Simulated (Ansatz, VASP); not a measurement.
Ge: VASP beside Ansatz

```xyz
1
Lattice="2.7105 0.0136 0.0000 0.0136 2.7105 0.0000 0.0000 0.0000 2.7105" Properties=species:S:1:pos:R:3 pbc="T T T"
Ge    0.0000    0.0000    0.0000
```

Change from the starting cell: strain = 0.01.

Alike in both runs: task single point; functional PBE; k mesh 10 × 10 × 10; occupations fermi-dirac, width 0.05 eV; no spin polarisation.

|  | VASP | Ansatz |
| --- | --- | --- |
| version | VASP 6.6.1 | Ansatz 0.2.0 |
| potentials or method | VASP PAW PBE potentials, release 64 (Ge_d) | Ansatz PAW |
| plane-wave cutoff (eV) | 520 | 420 |
| valence electrons in the cell | 14 | 14 |

```tsv
	VASP	Ansatz	Ansatz less VASP
gap on the k mesh at the Fermi level (eV)	none	none	-
pressure (GPa)	-0.6	-0.5	+0.08
largest component of the traceless stress (GPa)	0.14	0.14	+0.003
```

A gap of «none» marks a metal or a gap that the smearing closes.
